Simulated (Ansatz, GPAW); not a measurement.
# Geometry or basis: what sets the conductance of biphenyl-4,4'-dithiol between two Al chains

How well does biphenyl-4,4'-dithiol between two Al chains conduct once its atoms have relaxed, and how much do cheaper levels lose?

Method: Ansatz plane waves; relaxation of the junction with the lead ends held, in the first sound run; inputs show where later runs differ, in GPAW 26.7.0 and Ansatz 0.2.0.

## (1) The structure

The cell holds 36 atoms: 14 Al, 2 S, 8 H and 12 C. Cell: a = 12.396 Å, b = 10.572 Å, c = 43.981 Å, α = 90.0°, β = 90.0°, γ = 90.0°. Regions: left lead, 7 atoms (7 Al); channel, 22 atoms (2 S, 8 H and 12 C); right lead, 7 atoms (7 Al). Vacuum lies along a and b. The structure is stacked along c, and the current runs across the ab planes.

## (2) Relaxation

Transmission follows bond lengths closely, so the atoms between the held lead ends are relaxed first, from a slightly shaken start that lets symmetry break.

Contents of input.yaml:

```yaml
crystal:
  lattice:
    - [12.3955435208, 0.0, 0.0]
    - [0.0, 10.5723609294, 0.0]
    - [0.0, 0.0, 43.9812793026]
  atoms:
    - { symbol: Al, position: [0.5, 0.5, 0.0272843359] }
    - { symbol: Al, position: [0.5, 0.5, 0.0818530078] }
    - { symbol: Al, position: [0.5, 0.5, 0.1364216797] }
    - { symbol: Al, position: [0.5, 0.5, 0.1909903516] }
    - { symbol: Al, position: [0.5, 0.5, 0.2455590235] }
    - { symbol: Al, position: [0.4973140205, 0.4991829563, 0.2999482098] }
    - { symbol: Al, position: [0.4994268485, 0.5031746978, 0.3547871625] }
    - { symbol: S, position: [0.3567606787, 0.4850199483, 0.3830587397] }
    - { symbol: H, position: [0.5330067456, 0.5904383206, 0.4200775782] }
    - { symbol: C, position: [0.392866633, 0.460596409, 0.4234182902] }
    - { symbol: H, position: [0.2602852944, 0.3351672252, 0.4315754355] }
    - { symbol: C, position: [0.4850278887, 0.5263031004, 0.4336447989] }
    - { symbol: C, position: [0.332475, 0.386777648, 0.4409522386] }
    - { symbol: C, position: [0.5107590063, 0.5084377053, 0.4648009343] }
    - { symbol: C, position: [0.3596133895, 0.3680350291, 0.4721147243] }
    - { symbol: H, position: [0.585890187, 0.561670687, 0.4735810716] }
    - { symbol: C, position: [0.4554545229, 0.4295956541, 0.4838867745] }
    - { symbol: H, position: [0.312811295, 0.3098416612, 0.4853451081] }
    - { symbol: H, position: [0.6462159561, 0.3597872646, 0.5062411442] }
    - { symbol: C, position: [0.4787876487, 0.415553662, 0.5166821497] }
    - { symbol: C, position: [0.5854203211, 0.3719547671, 0.523688387] }
    - { symbol: H, position: [0.3272796877, 0.4694525796, 0.53484476] }
    - { symbol: C, position: [0.4054841514, 0.4392750971, 0.5390006973] }
    - { symbol: C, position: [0.6172989725, 0.3577883743, 0.5543462975] }
    - { symbol: H, position: [0.6953442313, 0.3330373817, 0.5600360724] }
    - { symbol: C, position: [0.4409215632, 0.4169095795, 0.5704399851] }
    - { symbol: C, position: [0.54074677, 0.3818189155, 0.5783518301] }
    - { symbol: H, position: [0.3756794861, 0.4358512297, 0.5878599861] }
    - { symbol: S, position: [0.5823244561, 0.3613533249, 0.6159839432] }
    - { symbol: Al, position: [0.4976669939, 0.4995032991, 0.6458819317] }
    - { symbol: Al, position: [0.5025147773, 0.4964089439, 0.6986053115] }
    - { symbol: Al, position: [0.5, 0.5, 0.7544409765] }
    - { symbol: Al, position: [0.5, 0.5, 0.8090096484] }
    - { symbol: Al, position: [0.5, 0.5, 0.8635783203] }
    - { symbol: Al, position: [0.5, 0.5, 0.9181469922] }
    - { symbol: Al, position: [0.5, 0.5, 0.9727156641] }
kpoints:
  mp_grid: { grid: [1, 1, 2] }
hamiltonian:
  xc: pbe
scf:
  occupations: { method: fermi_dirac, width: 0.1 }
relax:
  f_tol: 0.03
  max_steps: 80
  constraints: [{ sites: [0, 1, 2, 3, 4, 31, 32, 33, 34, 35] }]
```

On the command line:

```console
$ ansatz run input.yaml --threads 4 --pin off --max-ram 8192MiB --backend cpu --events-out ev --progress --plain --runs-dir out
```

Numbers of over 12 decimals in the logs are rounded to 6 here.

What it wrote:

```text
Engine: ansatz 0.2.0, aarch64-unknown-linux-gnu
Pseudopotentials: kind: paw
Pseudopotential: Al, paw, valence charge 3, recommended cutoff 420 eV (normal), Al.paw.azcp
Pseudopotential: S, paw, valence charge 6, recommended cutoff 420 eV (normal), S.paw.azcp
Pseudopotential: H, paw, valence charge 1, recommended cutoff 420 eV (normal), H.paw.azcp
Pseudopotential: C, paw, valence charge 4, recommended cutoff 420 eV (normal), C.paw.azcp
Functional definition: PBE
  parameter kappa = 0.804
  parameter beta = 0.066725
  exchange = pbe_x(kappa = kappa, mu = beta*pi^2/3)
  correlation = pbe_c(beta = beta)
Crystal: 36 atoms, lattice volume = 5763.754 Å³
Basis set: ecut = 420 eV, 112745 PW (Γ), exchange–correlation on 180×144×600 points (8 copies of the dense FFT grid, shifted against one another)
Bands: 91, of which v1, the nominal top of the filled ones, is band 55 counted from 1 (54 counted from 0)
Symmetry: 1 space group operations
Space group: P1 (ITA 1), of the structure as read, at distance tolerance 1.8e-4 Å
k-points: 2
Non-local potential: Al, projectors of the file, l = 0: 2, l = 1: 2, l = 2: 1
Non-local potential: S, projectors of the file, l = 0: 2, l = 1: 2, l = 2: 2
Non-local potential: H, projectors of the file, l = 0: 2, l = 1: 1
Non-local potential: C, projectors of the file, l = 0: 2, l = 1: 2, l = 2: 1
PAW form: soft (Blöchl's): semilocal exchange-correlation on the pseudo side does not see the compensation charge
PAW one-centre angular grid: Al, 110 points (default); XC on 64 Gauss nodes
PAW one-centre angular grid: S, 110 points (default); XC on 64 Gauss nodes
PAW one-centre angular grid: H, 110 points (default); XC on 64 Gauss nodes
PAW one-centre angular grid: C, 110 points (default); XC on 64 Gauss nodes
Initial density: superposition of atomic densities (neutral atoms: chi_scale 0, normalization atom), corrected by the library's trained network
Initial wavefunctions: pseudopotential atomic-orbital guess
Functional: x = pbe(κ = 0.804, μ = 0.219515), c = pbe(β = 0.066725)
SCF iter   1: F=—  HF=-12440.382520 eV  |F-HF|=—  |Δ(HF+E_count)|=         —  Δρ=1.96e-3  dr2=7.26e-1  ethr=1.77e-3  ⟨swp⟩=17.0  Hψ=1498  notcnv=0  defer=4
preconditioner: auto → LDOS  [metal: Δε(μ)=0.075 eV  Ē_g=6.428 eV  σ=0.100 eV  W_gap=0.18  n_scr=278 (ndim 8)  ℏωp=4.5 eV  f_vac=0.749  D(μ)=21.97/eV (n_scr^D=58)  β→1.0]
SCF iter   2: F=—  HF=-12440.324912 eV  |F-HF|=—  |Δ(HF+E_count)|=   5.76e-2  Δρ=8.96e-4  dr2=1.81e-1  ethr=6.60e-4  ⟨swp⟩=4.0  Hψ=357  notcnv=0  defer=17
SCF iter   3: F=—  HF=-12440.342663 eV  |F-HF|=—  |Δ(HF+E_count)|=   1.78e-2  Δρ=7.96e-4  dr2=8.13e-2  ethr=1.65e-4  ⟨swp⟩=2.0  Hψ=328  notcnv=0  defer=17
SCF iter   4: F=—  HF=-12440.330906 eV  |F-HF|=—  |Δ(HF+E_count)|=   1.18e-2  Δρ=4.06e-4  dr2=2.87e-2  ethr=7.39e-5  ⟨swp⟩=2.0  Hψ=289  notcnv=0  defer=17
SCF iter   5: F=—  HF=-12440.327332 eV  |F-HF|=—  |Δ(HF+E_count)|=   3.57e-3  Δρ=1.46e-4  dr2=4.56e-3  ethr=2.61e-5  ⟨swp⟩=2.0  Hψ=230  notcnv=0  defer=17
SCF iter   6: F=—  HF=-12440.327659 eV  |F-HF|=—  |Δ(HF+E_count)|=   3.27e-4  Δρ=6.88e-5  dr2=9.55e-4  ethr=4.15e-6  ⟨swp⟩=2.5  Hψ=270  notcnv=0  defer=17
SCF iter   7: F=—  HF=-12440.327686 eV  |F-HF|=—  |Δ(HF+E_count)|=   2.62e-5  Δρ=4.27e-5  dr2=2.85e-4  ethr=8.68e-7  ⟨swp⟩=2.0  Hψ=232  notcnv=0  defer=17
SCF iter   8: F=—  HF=-12440.327676 eV  |F-HF|=—  |Δ(HF+E_count)|=   9.48e-6  Δρ=2.12e-5  dr2=6.40e-5  ethr=2.59e-7  ⟨swp⟩=2.0  Hψ=237  notcnv=0  defer=17
SCF iter   9: F=-12440.327696 eV  HF=-12440.327696 eV  |F-HF|=1.97e-7  |Δ(HF+E_count)|=   2.01e-5  Δρ=1.03e-5  dr2=1.47e-5  ethr=2.05e-8  ⟨swp⟩=5.0  Hψ=542  notcnv=0
SCF 1 converged in 9 iterations: F = -12440.327696 eV  dr2 = 1.47e-5
  greatest PAW one-centre occupation: 0.858 electrons in one spin orbital (limit 2), on the S atom at site 28 (counted from 0), in its partial waves of l = 0
relax step   1: F+E_penalty+E_count = -12440.32769615 eV  Δ(F+E_penalty+E_count) = +0.000e0 eV  max|allowed force component| = 4.382e0 eV/Å  Δτ_max = 0.0000 Å  (9 SCF iters, dr2 threshold 2.25e-5 eV, accepted)
Initial density: handed on by an earlier stage of this run
Initial wavefunctions: those handed on with the density
iter 1 solved again at ethr=5.91e-4 eV; its pass at ethr=3.10e-3 eV (dr2=6.51e-1 eV) is discarded
SCF iter   1: F=—  HF=-12441.579112 eV  |F-HF|=—  |Δ(HF+E_count)|=         —  Δρ=2.61e-3  dr2=6.14e-1  ethr=5.91e-4  ⟨swp⟩=1.0  Hψ=702  notcnv=0  defer=13
preconditioner: auto → LDOS  [metal: Δε(μ)=0.065 eV  Ē_g=6.460 eV  σ=0.100 eV  W_gap=0.16  n_scr=278 (ndim 8)  ℏωp=4.5 eV  f_vac=0.747  D(μ)=21.91/eV (n_scr^D=58)  β→1.0]
SCF iter   2: F=—  HF=-12441.526587 eV  |F-HF|=—  |Δ(HF+E_count)|=   5.25e-2  Δρ=1.33e-3  dr2=2.31e-1  ethr=5.58e-4  ⟨swp⟩=2.5  Hψ=327  notcnv=0  defer=13
SCF iter   3: F=—  HF=-12441.496663 eV  |F-HF|=—  |Δ(HF+E_count)|=   2.99e-2  Δρ=7.41e-4  dr2=7.26e-2  ethr=2.10e-4  ⟨swp⟩=2.5  Hψ=380  notcnv=0  defer=13
SCF iter   4: F=—  HF=-12441.484398 eV  |F-HF|=—  |Δ(HF+E_count)|=   1.23e-2  Δρ=2.62e-4  dr2=1.30e-2  ethr=6.60e-5  ⟨swp⟩=2.0  Hψ=257  notcnv=0  defer=13
SCF iter   5: F=—  HF=-12441.483198 eV  |F-HF|=—  |Δ(HF+E_count)|=   1.20e-3  Δρ=1.39e-4  dr2=3.41e-3  ethr=1.18e-5  ⟨swp⟩=2.0  Hψ=240  notcnv=0  defer=13
SCF iter   6: F=—  HF=-12441.482945 eV  |F-HF|=—  |Δ(HF+E_count)|=   2.53e-4  Δρ=7.35e-5  dr2=8.23e-4  ethr=3.10e-6  ⟨swp⟩=2.0  Hψ=251  notcnv=0  defer=13
SCF iter   7: F=—  HF=-12441.482971 eV  |F-HF|=—  |Δ(HF+E_count)|=   2.63e-5  Δρ=3.56e-5  dr2=2.02e-4  ethr=7.49e-7  ⟨swp⟩=2.0  Hψ=248  notcnv=0  defer=13
SCF iter   8: F=-12441.482963 eV  HF=-12441.482982 eV  |F-HF|=1.84e-5  |Δ(HF+E_count)|=   1.04e-5  Δρ=1.82e-5  dr2=4.31e-5  ethr=9.09e-8  ⟨swp⟩=3.0  Hψ=622  notcnv=0
SCF 2 converged in 8 iterations: F = -12441.482963 eV  dr2 = 4.31e-5
  greatest PAW one-centre occupation: 0.859 electrons in one spin orbital (limit 2), on the S atom at site 28 (counted from 0), in its partial waves of l = 0
relax step   2: F+E_penalty+E_count = -12441.48296328 eV  Δ(F+E_penalty+E_count) = -1.155e0 eV  max|allowed force component| = 1.944e0 eV/Å  Δτ_max = 0.1948 Å  (8 SCF iters, dr2 threshold 1.00e-4 eV, accepted)
iter 1 solved again at ethr=4.62e-4 eV; its pass at ethr=3.10e-3 eV (dr2=5.08e-1 eV) is discarded
SCF iter   1: F=—  HF=-12442.011043 eV  |F-HF|=—  |Δ(HF+E_count)|=         —  Δρ=1.69e-3  dr2=4.60e-1  ethr=4.62e-4  ⟨swp⟩=1.0  Hψ=659  notcnv=0  defer=13
preconditioner: auto → LDOS  [metal: Δε(μ)=0.055 eV  Ē_g=6.427 eV  σ=0.100 eV  W_gap=0.13  n_scr=278 (ndim 8)  ℏωp=4.5 eV  f_vac=0.747  D(μ)=20.32/eV (n_scr^D=54)  β→1.0]
[...]
relax step  10: F+E_penalty+E_count = -12442.41251478 eV  Δ(F+E_penalty+E_count) = -7.278e-3 eV  max|allowed force component| = 9.488e-2 eV/Å  Δτ_max = 0.1000 Å  (8 SCF iters, dr2 threshold 3.56e-6 eV, accepted)
relax step  11: F+E_penalty+E_count = -12442.41575610 eV  Δ(F+E_penalty+E_count) = -3.241e-3 eV  max|allowed force component| = 5.099e-2 eV/Å  Δτ_max = 0.0542 Å  (8 SCF iters, dr2 threshold 3.42e-6 eV, accepted)
relax step  12: F+E_penalty+E_count = -12442.41685090 eV  Δ(F+E_penalty+E_count) = -1.095e-3 eV  max|allowed force component| = 2.239e-2 eV/Å  Δτ_max = 0.0316 Å  (9 SCF iters, accepted)
relax step  13: F+E_penalty+E_count = -12442.41746551 eV  Δ(F+E_penalty+E_count) = -6.146e-4 eV  max|allowed force component| = 2.728e-2 eV/Å  Δτ_max = 0.0388 Å  (8 SCF iters, accepted)
relax step  14: F+E_penalty+E_count = -12442.41821446 eV  Δ(F+E_penalty+E_count) = -7.489e-4 eV  max|allowed force component| = 2.494e-2 eV/Å  Δτ_max = 0.0704 Å  (9 SCF iters, accepted)
relax step  15: F+E_penalty+E_count = -12442.41887211 eV  Δ(F+E_penalty+E_count) = -6.577e-4 eV  max|allowed force component| = 3.480e-2 eV/Å  Δτ_max = 0.1022 Å  (10 SCF iters, accepted)
relax step  16: F+E_penalty+E_count = -12442.41945072 eV  Δ(F+E_penalty+E_count) = -5.786e-4 eV  max|allowed force component| = 2.508e-2 eV/Å  Δτ_max = 0.0486 Å  (8 SCF iters, dr2 threshold 1.01e-6 eV, accepted)
iter 1 solved again at ethr=1.66e-10 eV; its pass at ethr=3.10e-3 eV (dr2=1.83e-7 eV) is discarded
SCF iter   1: F=—  HF=-12442.419215 eV  |F-HF|=—  |Δ(HF+E_count)|=         —  Δρ=1.42e-6  dr2=2.09e-7  ethr=1.66e-10  ⟨swp⟩=2.5  Hψ=511  notcnv=0  defer=14
preconditioner: auto → LDOS  [metal: Δε(μ)=0.084 eV  Ē_g=6.371 eV  σ=0.100 eV  W_gap=0.21  n_scr=278 (ndim 8)  ℏωp=4.5 eV  f_vac=0.746  D(μ)=19.00/eV (n_scr^D=42)  β→1.0]
SCF iter   2: F=—  HF=-12442.419451 eV  |F-HF|=—  |Δ(HF+E_count)|=   2.35e-4  Δρ=1.62e-6  dr2=2.86e-7  ethr=1.66e-10  ⟨swp⟩=3.0  Hψ=354  notcnv=0  defer=14
SCF iter   3: F=-12442.419451 eV  HF=-12442.419451 eV  |F-HF|=5.55e-8  |Δ(HF+E_count)|=   2.14e-8  Δρ=8.21e-7  dr2=8.29e-8  ethr=9.09e-11  ⟨swp⟩=3.0  Hψ=680  notcnv=0
SCF 17 converged in 3 iterations: F = -12442.419451 eV  dr2 = 8.29e-8
relax step  17: F+E_penalty+E_count = -12442.41945074 eV  Δ(F+E_penalty+E_count) = -1.489e-8 eV  max|allowed force component| = 2.510e-2 eV/Å  Δτ_max = 0.0000 Å  (3 SCF iters, accepted)
SCF converged after 3 iterations
Free energy (F): -12442.419451 eV
Harris-Foulkes:  -12442.419451 eV  (|F-HF|=5.55e-8)
Internal energy: -12441.797000 eV  (E = F + TS)
E sigma→0 (E₀):  -12442.108225 eV
Entropy (-TS):   -0.622451 eV (-17.290 meV/atom)
Fermi energy:    -3.362671 eV
--- Per-component energies (eV) ---
  E_band       = -1043.072102
  E_kinetic    = 1668.369949
  E_local      = -21615.037740  (includes V_loc(G=0)·N_el)
  E_nonlocal   = 558.470003
  E_hartree    = 9908.184920
  E_xc         = -1352.149952
  E_vxc        = -1322.103389  (∫ρ·V_xc dr)
  E_paw        = -8940.577307  (= ΣΔE_a)
  E_vpaw       = -149.131310  (= ΣTr[D̂ρ^β])
  E_aug_tail   = -0.010886  (compensation charges beyond the density's cutoff)
  E_ewald      = 7330.954012
  E_smearing   = -0.622451  (= −TS)
  E_closure    = -0.000000  (closes the sum)
  Σ components = -12442.419451   (vs F -12442.419451, Δ=0.00e0)
--- Forces (eV/Å), atoms counted from 1 ---
  atom   1  Al    -0.00291650     0.00590560    -0.02779044
  atom   2  Al    -0.02802599     0.00612477    -0.05125183
  atom   3  Al     0.08026359    -0.02877886    -0.03749055
  atom   4  Al    -0.10242615     0.04231373    -0.27818181
  atom   5  Al     0.04296395    -0.02975715     0.78970556
  atom   6  Al     0.00480405    -0.00095030    -0.00752042
  atom   7  Al    -0.00651462     0.00350687     0.00435307
  atom   8  S      0.01425107    -0.01543996     0.01812297
  atom   9  H     -0.00598728    -0.00259474     0.00062568
  atom  10  C     -0.00824226     0.02164345    -0.02065748
  atom  11  H      0.00386752     0.00278166    -0.00523457
  atom  12  C     -0.00754100    -0.00660260     0.00737093
  atom  13  C      0.00162960    -0.00679899     0.00674630
  atom  14  C      0.00047497     0.00622503    -0.00325436
  atom  15  C     -0.00251299    -0.00092891    -0.00620368
  atom  16  H     -0.00372004    -0.00241150     0.00561478
  atom  17  C     -0.00244207     0.00484915    -0.00721558
  atom  18  H      0.01089889     0.00479074    -0.00065542
  atom  19  H     -0.02257589    -0.00021282     0.00974106
  atom  20  C      0.00794411    -0.00035081     0.01190094
  atom  21  C     -0.00742351     0.00166417    -0.00991882
  atom  22  H      0.02226568     0.00363101    -0.00964103
  atom  23  C      0.01088467    -0.00073985    -0.00697158
  atom  24  C     -0.01274008    -0.00841861     0.01153447
  atom  25  H     -0.02023644     0.00204131     0.00752561
  atom  26  C      0.00402415     0.00002980     0.01377698
  atom  27  C      0.00602738     0.00893346    -0.02458165
  atom  28  H      0.02510300     0.00201749    -0.01224947
  atom  29  S     -0.00342158    -0.00363447     0.00814263
  atom  30  Al     0.00300879     0.00005505    -0.00457386
  atom  31  Al    -0.00001335    -0.00116993     0.00048401
  atom  32  Al    -0.04062327     0.03591612    -0.77902249
  atom  33  Al     0.07047233    -0.08632657     0.27765067
  atom  34  Al    -0.05301974     0.06920188     0.03987081
  atom  35  Al     0.01538763    -0.02562194     0.05141142
  atom  36  Al     0.00604046    -0.00092219     0.02781586
  max |Σ_I F_I| component: 7.09e-5 eV/Å
--- Relaxed structure (17 steps of the walk, 17 accepted, 0 SCFs on fresh bases) ---
  F+E_penalty+E_count = -12442.41945074 eV   max|allowed force component| = 2.510e-2 eV/Å
  atoms:
    - { symbol: Al, position: [0.5, 0.500000, 0.027284] }
    - { symbol: Al, position: [0.5, 0.500000, 0.081853] }
    - { symbol: Al, position: [0.5, 0.500000, 0.136422] }
    - { symbol: Al, position: [0.5, 0.500000, 0.190990] }
    - { symbol: Al, position: [0.5, 0.500000, 0.245559] }
    - { symbol: Al, position: [0.394178, 0.540924, 0.295076] }
    - { symbol: Al, position: [0.459236, 0.490012, 0.351035] }
    - { symbol: S, position: [0.335363, 0.536779, 0.386429] }
    - { symbol: H, position: [0.535535, 0.606715, 0.419715] }
    - { symbol: C, position: [0.387638, 0.498999, 0.423217] }
    - { symbol: H, position: [0.247620, 0.386819, 0.434515] }
    - { symbol: C, position: [0.485499, 0.547298, 0.434276] }
    - { symbol: C, position: [0.323474, 0.425974, 0.442798] }
    - { symbol: C, position: [0.517488, 0.523465, 0.464123] }
    - { symbol: C, position: [0.355893, 0.403207, 0.472610] }
    - { symbol: H, position: [0.592654, 0.565097, 0.472254] }
    - { symbol: C, position: [0.453337, 0.451847, 0.484148] }
    - { symbol: H, position: [0.304919, 0.344413, 0.487069] }
    - { symbol: H, position: [0.657929, 0.423456, 0.506523] }
    - { symbol: C, position: [0.486485, 0.428777, 0.516026] }
    - { symbol: C, position: [0.595935, 0.416898, 0.524070] }
    - { symbol: H, position: [0.324351, 0.427592, 0.534474] }
    - { symbol: C, position: [0.410024, 0.416564, 0.539525] }
    - { symbol: C, position: [0.627520, 0.393021, 0.553894] }
    - { symbol: H, position: [0.712913, 0.382779, 0.559326] }
    - { symbol: C, position: [0.440814, 0.391634, 0.569412] }
    - { symbol: C, position: [0.550262, 0.379319, 0.577032] }
    - { symbol: H, position: [0.379098, 0.380393, 0.586910] }
    - { symbol: S, position: [0.596596, 0.335921, 0.614012] }
    - { symbol: Al, position: [0.511244, 0.452076, 0.649216] }
    - { symbol: Al, position: [0.568625, 0.394531, 0.705351] }
    - { symbol: Al, position: [0.5, 0.500000, 0.7544409765] }
    - { symbol: Al, position: [0.5, 0.500000, 0.809010] }
    - { symbol: Al, position: [0.5, 0.500000, 0.863578] }
    - { symbol: Al, position: [0.5, 0.500000, 0.918147] }
    - { symbol: Al, position: [0.5, 0.500000, 0.972716] }
```

It took 10 min on 4 threads of Arm Neoverse N1, shared host; peak memory 6.4 GiB; 39 min of CPU time.

The steps of the relaxation:

```tsv
step	energy less that of the first step (eV)	largest force component (eV/Å)
1	0.0000	4.3820
2	-1.1553	1.9444
3	-1.6252	0.5453
4	-1.8339	0.3221
5	-1.9300	0.2322
6	-1.9986	0.1056
7	-2.0373	0.1274
8	-2.0624	0.1572
9	-2.0775	0.0968
10	-2.0848	0.0949
11	-2.0881	0.0510
12	-2.0892	0.0224
13	-2.0898	0.0273
14	-2.0905	0.0249
15	-2.0912	0.0348
16	-2.0918	0.0251
17	-2.0918	0.0251
```

The atoms that moved most (Å):

```tsv
atom	dx	dy	dz	length
Al31	0.819	-1.077	0.297	1.386
Al6	-1.278	0.441	-0.214	1.369
H19	0.145	0.673	0.012	0.689
S8	-0.265	0.547	0.148	0.626
H28	0.042	-0.586	-0.042	0.589
H11	-0.157	0.546	0.129	0.583
H25	0.218	0.526	-0.031	0.570
Al30	0.168	-0.501	0.147	0.549
```

Final coordinates:

```cif
data_structure
_symmetry_space_group_name_H-M 'P 1'
_symmetry_Int_Tables_number 1
_cell_length_a 12.3955
_cell_length_b 10.5724
_cell_length_c 43.9813
_cell_angle_alpha 90.000
_cell_angle_beta 90.000
_cell_angle_gamma 90.000
_cell_volume 5763.75
loop_
_atom_site_label
_atom_site_type_symbol
_atom_site_fract_x
_atom_site_fract_y
_atom_site_fract_z
_atom_site_occupancy
Al1 Al 0.50000 0.50000 0.02728 1
Al2 Al 0.50000 0.50000 0.08185 1
Al3 Al 0.50000 0.50000 0.13642 1
Al4 Al 0.50000 0.50000 0.19099 1
Al5 Al 0.50000 0.50000 0.24556 1
Al6 Al 0.39418 0.54092 0.29508 1
Al7 Al 0.45924 0.49001 0.35104 1
S8 S 0.33536 0.53678 0.38643 1
H9 H 0.53553 0.60672 0.41972 1
C10 C 0.38764 0.49900 0.42322 1
H11 H 0.24762 0.38682 0.43452 1
C12 C 0.48550 0.54730 0.43428 1
C13 C 0.32347 0.42597 0.44280 1
C14 C 0.51749 0.52346 0.46412 1
C15 C 0.35589 0.40321 0.47261 1
H16 H 0.59265 0.56510 0.47225 1
C17 C 0.45334 0.45185 0.48415 1
H18 H 0.30492 0.34441 0.48707 1
H19 H 0.65793 0.42346 0.50652 1
C20 C 0.48648 0.42878 0.51603 1
C21 C 0.59593 0.41690 0.52407 1
H22 H 0.32435 0.42759 0.53447 1
C23 C 0.41002 0.41656 0.53953 1
C24 C 0.62752 0.39302 0.55389 1
H25 H 0.71291 0.38278 0.55933 1
C26 C 0.44081 0.39163 0.56941 1
C27 C 0.55026 0.37932 0.57703 1
H28 H 0.37910 0.38039 0.58691 1
S29 S 0.59660 0.33592 0.61401 1
Al30 Al 0.51124 0.45208 0.64922 1
Al31 Al 0.56863 0.39453 0.70535 1
Al32 Al 0.50000 0.50000 0.75444 1
Al33 Al 0.50000 0.50000 0.80901 1
Al34 Al 0.50000 0.50000 0.86358 1
Al35 Al 0.50000 0.50000 0.91815 1
Al36 Al 0.50000 0.50000 0.97272 1
```

This step gave:

```yaml
free_energy: -12442.4195 eV
smearing_term_ts: 0.6225 eV
symmetry_operations: 1
```

The relaxation lowered the energy of the cell by 2.09 eV.

(Part 1 of 4 ends here.)

[Logs are printed without paths, hosts, clocks, repeated set-up lines and the standing remarks that a program may print on its own settings, such as how far it seeks lower states.]

[Hosts, paths, dates, database ids (printed as entryN), source tags and the programs' standing remarks are cut or masked in the printed files.]
